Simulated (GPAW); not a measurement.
# InP3 (R-3m) in GPAW: band structure with PBEsol

Aim: the band structure of InP3 with PBEsol.

All numbers are computed with GPAW 26.7.0; they aren't measurements. Logs are shortened: lines on timing, memory, paths and dates and some standing lists are left out, and cuts for length are marked. The log counts tension as positive stress, the text compression.

### 1 The structure

It takes space group R-3m (No. 166, trigonal). Conventional cell: a = 7.449 Å, b = 7.449 Å, c = 9.885 Å, α = 90.00°, β = 90.00°, γ = 120.00°. In (site symmetry 3m) has 6 P at 2.64 to 2.90 Å as nearest neighbours. P (site symmetry m) is surrounded by 2 P at 2.20 Å.

### 2 Band structure, PBEsol

Input file run.py:

```python
from ase import Atoms
from ase.dft.bandgap import bandgap
from ase.io import write
from ase.units import GPa
from ase.parallel import parprint
from gpaw import GPAW, PW, setup_paths

setup_paths.insert(0, '.')

atoms = Atoms(['In', 'In', 'P', 'P', 'P', 'P', 'P', 'P'],
              cell=[[3.7245, 2.1503410776, 3.295],
                    [-3.7245, 2.1503410776, 3.295],
                    [0.0, -4.3006821552, 3.295]],
              scaled_positions=[[0.7245, 0.7245, 0.7245],
                                [0.2755, 0.2755, 0.2755],
                                [0.2037, 0.2037, 0.7586],
                                [0.7586, 0.2037, 0.2037],
                                [0.2037, 0.7586, 0.2037],
                                [0.2414, 0.7963, 0.7963],
                                [0.7963, 0.7963, 0.2414],
                                [0.7963, 0.2414, 0.7963]],
              pbc=True)

calc = GPAW(mode=PW(600),
            xc='PBEsol',
            kpts={'size': (4, 4, 4), 'gamma': True},
            occupations={'name': 'fermi-dirac', 'width': 0.05},
            nbands=47,
            convergence={'density': 1e-05, 'energy': 1e-05},
            maxiter=150,
            txt='gpaw.txt')
atoms.calc = calc
energy = atoms.get_potential_energy()
forces = atoms.get_forces()
stress = atoms.get_stress()
calc.write('gs.gpw')
write('result.traj', atoms)
parprint(f'Energy: {energy:.6f} eV')
parprint('Forces (eV/A):')
parprint(forces.round(4))
parprint('Stress (GPa):', (stress / GPa).round(3))
parprint('Fermi level:', round(calc.get_fermi_level(), 4), 'eV')
parprint(f'Gap: {bandgap(calc)[0]:.4f} eV, direct: {bandgap(calc, direct=True)[0]:.4f} eV')

path = atoms.cell.bandpath('GLB1,BZGX,QFP1Z,LP', npoints=100, eps=1e-4)
bs_calc = calc.fixed_density(kpts=path, symmetry='off', nbands=75,
                             convergence={'bands': 'CBM+6.0', 'eigenstates': 1e-6}, txt='bands.txt')
bs = bs_calc.band_structure()
bs.write('bs.json')
parprint(f'Gap on the path: {bandgap(bs_calc)[0]:.4f} eV')
```

Potentials or basis: PAW data sets generated in the run's folder for this functional, pw.

Started as:

```sh
$ gpaw-setup -f PBEsol In P
$ OMP_NUM_THREADS=1 mpirun -n 4 gpaw python run.py
```

gpaw.txt:

```text
__  _  _
 | _ |_)|_||  |
 |__||  | ||/\| - 26.7.0

Input parameters:
  mode=PW(ecut=600.0),
  convergence={'density': 1e-05, 'energy': 1e-05},
  kpts=MonkhorstPack(size=(4, 4, 4), gamma=True),
  maxiter=150,
  nbands=47,
  occupations=Occupations(name='fermi-dirac', width=0.05),
  xc=XC(name='PBEsol')

Diagonalizing LCAO Hamiltonian
Converting LCAO to pw mode

             InP

        P         P
         P         P

            PIn

Atoms  # Å, Bohr magnetons
|   | symbol |         x |         y |        z |    initial magnetic moments |
|---|--------|-----------|-----------|----------|-----------------------------|
| 0 |     In |  0.000000 |  0.000000 | 7.161682 | ( 0.0000,  0.0000,  0.0000) |
| 1 |     In | -0.000000 |  0.000000 | 2.723318 | ( 0.0000,  0.0000,  0.0000) |
| 2 |      P |  0.000000 | -2.386449 | 3.841970 | ( 0.0000,  0.0000,  0.0000) |
| 3 |      P |  2.066725 |  1.193224 | 3.841970 | ( 0.0000,  0.0000,  0.0000) |
| 4 |      P | -2.066725 |  1.193224 | 3.841970 | ( 0.0000,  0.0000,  0.0000) |
| 5 |      P | -2.066725 | -1.193224 | 6.043030 | ( 0.0000,  0.0000,  0.0000) |
| 6 |      P | -0.000000 |  2.386449 | 6.043030 | ( 0.0000,  0.0000,  0.0000) |
| 7 |      P |  2.066725 | -1.193224 | 6.043030 | ( 0.0000,  0.0000,  0.0000) |

Unit cell  # Å
| periodic |         x |         y |        z |  lengths |    angles |
|----------|-----------|-----------|----------|----------|-----------|
|      yes |  3.724500 |  2.150341 | 3.295000 | 5.417831 | 86.857537 |
|      yes | -3.724500 |  2.150341 | 3.295000 | 5.417831 | 86.857537 |
|      yes |  0.000000 | -4.300682 | 3.295000 | 5.417831 | 86.857537 |

Number of symmetries: 12
Symmetry operations  # r_c * U_cc + t_c -> r_c
|    | kind |            matrix            |
|----|------|------------------------------|
|  0 |  E   |  1, 0, 0,  0, 1, 0,  0, 0, 1 |
|  1 |  σ   |  1, 0, 0,  0, 0, 1,  0, 1, 0 |
|  2 |  σ   |  0, 1, 0,  1, 0, 0,  0, 0, 1 |
|  3 |  C3  |  0, 1, 0,  0, 0, 1,  1, 0, 0 |
|  4 |  C3  |  0, 0, 1,  1, 0, 0,  0, 1, 0 |
|  5 |  σ   |  0, 0, 1,  0, 1, 0,  1, 0, 0 |
|  6 |  C2  |  0, 0,-1,  0,-1, 0, -1, 0, 0 |
|  7 |  S6  |  0, 0,-1, -1, 0, 0,  0,-1, 0 |
|  8 |  S6  |  0,-1, 0,  0, 0,-1, -1, 0, 0 |
|  9 |  C2  |  0,-1, 0, -1, 0, 0,  0, 0,-1 |
| 10 |  C2  | -1, 0, 0,  0, 0,-1,  0,-1, 0 |
| 11 |  i   | -1, 0, 0,  0,-1, 0,  0, 0,-1 |

BZ-sampling:
  Number of BZ points: 64
  Number of IBZ points: 13

  Monkhorst-Pack size: [4, 4, 4]
  Monkhorst-Pack shift: [0.125, 0.125, 0.125]

K-points  # in reciprocal-cell coordinates
|     |                                coordinates |     weight |
|-----|--------------------------------------------|------------|
|   0 | (  0.00000000,   0.00000000,   0.00000000) | 0.01562500 |
|   1 | (  0.25000000,   0.00000000,  -0.25000000) | 0.09375000 |
|   2 | (  0.25000000,   0.00000000,   0.00000000) | 0.09375000 |
|   3 | (  0.25000000,   0.25000000,  -0.25000000) | 0.09375000 |
|   4 | (  0.25000000,   0.25000000,   0.00000000) | 0.09375000 |
|   5 | (  0.25000000,   0.25000000,   0.25000000) | 0.03125000 |
|   6 | (  0.50000000,   0.00000000,   0.00000000) | 0.04687500 |
|   7 | (  0.50000000,   0.25000000,  -0.25000000) | 0.09375000 |
|   8 | (  0.50000000,   0.25000000,   0.00000000) | 0.18750000 |
|   9 | (  0.50000000,   0.25000000,   0.25000000) | 0.09375000 |
| ... |                                            |            |
|  12 | (  0.50000000,   0.50000000,   0.50000000) | 0.01562500 |

Plane wave coefficients: 5324
Cutoff: 600.0 eV

Spin-components: 1 (collinear spins)
Bands:           47
Projectors:      42
Spin-degeneracy: 2
Datatype:        complex128

Parallelization:
  kpt:    4
  domain: 1
  band:   1

Density:
  Valence electrons: 56.0
  Components: 1
  Grid points: [32 32 32]
  Charge: 0.0  # |e|

Potential:
  Grid points: [32 32 32]

species:
  In:
    name:    Indium
    Z:       49.0
    valence: 13
    core:    36
    charge:  0.0  # [|e|]
    compensation charges:
      type: gauss
      rc: 0.36  # [Å]
      lmax: 2
    cutoffs:
      filter: 2.09  # [Å]
      core: 2.48  # [Å]
    projectors
    | kind |    occ | energy [eV] | rcut [Å] |
    |------|--------|-------------|----------|
    |   5s |  2.000 |      -8.248 |    1.185 |
    |   5p |  1.000 |      -2.521 |    1.244 |
    |   4d | 10.000 |     -18.596 |    1.148 |
    |    s |        |      18.964 |    1.185 |
    |    p |        |      24.691 |    1.244 |
    |    d |        |       8.615 |    1.148 |

    Using partial waves for In as LCAO basis

  P:
    name:    Phosphorus
    Z:       15.0
    valence: 5
    core:    10
    charge:  0.0  # [|e|]
    compensation charges:
      type: gauss
      rc: 0.30  # [Å]
      lmax: 2
    cutoffs:
      filter: 1.69  # [Å]
      core: 1.81  # [Å]
    projectors
    | kind |    occ | energy [eV] | rcut [Å] |
    |------|--------|-------------|----------|
    |   3s |  2.000 |     -13.916 |    0.953 |
    |   3p |  3.000 |      -5.479 |    0.953 |
    |    s |        |      13.296 |    0.953 |
    |    p |        |      21.732 |    0.953 |
    |    d |        |       0.000 |    0.953 |

    Using partial waves for P as LCAO basis

Reference energy: -375526.568903  # eV

eigensolver:
  PPCG
  Converge bands: occupied
  niter=2

density mixing:
  MSR1-Mixer
  Pratt-step length: 0.05
  Maximum mixing coefficient: 0.75
  Old densities: 10
  SVD Regularization: 0.005
  Good broyden scale: 1.0
  Trust region scale: 1.0
  Backstep threshold: 4.0
  History deletion threshold: 6.0
  Fourier metric: weight=20.0, sigma=0.015

occupation numbers:
  Fermi-Dirac:
    width: 0.0500  # eV

poisson solver:
  ecut: 4800.0  # eV

xc functional:
  name: PBEsol with 2 nearest neighbor stencil

convergence criteria:
- Maximum integral of absolute [dens]ity change: 1e-05 electrons / valence electron
- Maximum [total energy] change in last 3 cyles: 1e-05 eV / valence electron
- Maximum integral of absolute [eigenst]ate change: 4e-08 eV^2 / valence electron
maximum number of iterations: 150

SCF iterations
|iter     | |      energy | eigst |  dens |
|---------|-|-------------|-------|-------|
|iter:   1| |  -42.019645 | +0.36 |       |
|iter:   2| |  -42.100841 | -1.52 | -1.15 |
|iter:   3| |  -42.188186 | -1.40 | -1.19 |
|iter:   4| |  -41.597631 | -1.61 | -1.37 |
|iter:   5| |  -41.578560 | -3.18 | -1.71 |
|iter:   6| |  -41.576506 | -4.00 | -2.24 |
|iter:   7| |  -41.576542 | -5.54 | -3.09 |
|iter:   8| |  -41.576536c| -6.76 | -3.65 |
|iter:   9| |  -41.576540c| -8.00c| -4.40 |
|iter:  10| |  -41.576540c| -8.42c| -5.19c|

Converged in 10 steps
Energy contributions relative to reference atoms: (reference = -375526.568903)

Energy contributions:
  Kinetic:          62.573554
  Coulomb:         -57.051736
  Zero:              0.119114
  External:          0.000000
  Xc:              -47.212331
  Entropy:          -0.010280
  Spinorbit:         0.000000
  ----------------------------
  Free energy:     -41.581680
  Extrapolated:    -41.576540

dipole moment: (-0.000000, -0.000000, 0.000020)  # |e|*Ang

Fermi level: 6.707
Eigenvalues  # (at kpt = [0.000, 0.000, 0.000])
| band index |      eig [eV] | occ [0-2] |
|------------|---------------|-----------|
|          0 |        -7.830 |     2.000 |
|        ... |               |           |
|         22 |         3.380 |     2.000 |
|         23 |         4.338 |     2.000 |
|         24 |         4.338 |     2.000 |
|         25 |         4.495 |     2.000 |
|         26 |         5.836 |     2.000 |
|         27 |         5.836 |     2.000 |
[... 8 lines left out ...]
|         36 |        12.818 |     0.000 |
|         37 |        13.662 |     0.000 |
|        ... |               |           |
|         46 |        16.814 |     0.000 |

No gap
No difference between direct/indirect transitions

Forces  # eV/Ang
|        x |        y |        z |
|----------|----------|----------|
|  0.00000 |  0.00000 |  0.04690 |  # In   0
|  0.00000 |  0.00000 | -0.04690 |  # In   1
|  0.00000 |  0.11129 |  0.15450 |  # P    2
| -0.09638 | -0.05564 |  0.15450 |  # P    3
|  0.09638 | -0.05564 |  0.15450 |  # P    4
|  0.09638 |  0.05564 | -0.15450 |  # P    5
|  0.00000 | -0.11129 | -0.15450 |  # P    6
| -0.09638 |  0.05564 | -0.15450 |  # P    7

Stress tensor  # eV/Ang^3
|        x |        y |         z |
|----------|----------|-----------|
| 0.001408 | 0.000000 | -0.000000 |
| 0.000000 | 0.001408 |  0.000000 |
| 0.000000 | 0.000000 | -0.000032 |

# Writing to gs.gpw (mode='')
```

Run time: 79 s. Hardware: 4 MPI ranks of Intel Xeon Platinum 8559C (Emerald Rapids), shared host; peak memory 0.49 GiB.

What came out:

```
Free energy             : -41.5817 eV
Pressure                : -0.1 GPa
Largest force           : 0.190 eV/Å
Band gap along the path : none (metal or under the smearing width)
```

Forces on the atoms (eV/Å):
```
In   0.000  0.000  0.047
In   0.000  0.000 -0.047
P    0.000  0.111  0.155
P   -0.096 -0.056  0.155
P    0.096 -0.056  0.155
P    0.096  0.056 -0.155
P    0.000 -0.111 -0.155
P   -0.096  0.056 -0.155
```

Stress tensor (GPa, compression positive):
```
-0.23  0.00  0.00
 0.00 -0.23  0.00
 0.00  0.00  0.01
```

Levels at the corners of the path, in eV from the Fermi level:
| point | band 24 | band 25 | band 26 | band 27 | band 28 | band 29 | band 30 | band 31 | band 32 | band 33 |
| --- | --- | --- | --- | --- | --- | --- | --- | --- | --- | --- |
| Γ | -2.37 | -2.37 | -2.21 | -0.87 | -0.87 | -0.39 | -0.28 | 1.79 | 2.12 | 2.12 |
| L | -2.72 | -2.64 | -1.67 | -1.21 | -1.19 | 0.24 | 2.35 | 2.51 | 2.93 | 3.15 |
| B1 | -1.21 | -0.37 | -0.19 | -0.04 | 0.04 | 1.54 | 1.55 | 1.62 | 1.75 | 1.83 |
| B | -1.21 | -0.37 | -0.19 | -0.04 | 0.04 | 1.54 | 1.55 | 1.62 | 1.75 | 1.83 |
| Z | -1.20 | -0.13 | -0.13 | 0.06 | 0.06 | 1.39 | 1.53 | 1.53 | 1.79 | 1.79 |
| Γ | -2.37 | -2.37 | -2.21 | -0.87 | -0.87 | -0.39 | -0.28 | 1.79 | 2.12 | 2.12 |
| X | -2.75 | -1.55 | -0.92 | -0.72 | -0.19 | 1.18 | 1.29 | 2.13 | 2.34 | 3.31 |
| Q | -2.75 | -1.55 | -0.92 | -0.72 | -0.19 | 1.18 | 1.29 | 2.13 | 2.34 | 3.31 |
| F | -2.74 | -1.51 | -0.89 | -0.75 | -0.15 | 1.15 | 1.26 | 2.13 | 2.34 | 3.28 |
| P1 | -1.21 | -0.31 | -0.18 | 0.00 | 0.04 | 1.51 | 1.54 | 1.60 | 1.75 | 1.82 |
| Z | -1.20 | -0.13 | -0.13 | 0.06 | 0.06 | 1.39 | 1.53 | 1.53 | 1.79 | 1.79 |
| L | -2.72 | -2.64 | -1.67 | -1.21 | -1.19 | 0.24 | 2.35 | 2.51 | 2.93 | 3.15 |
| P | -1.21 | -0.31 | -0.18 | 0.00 | 0.04 | 1.51 | 1.54 | 1.60 | 1.75 | 1.82 |

Caveat: spin-orbit coupling is left out, which moves the levels of the heavy elements.
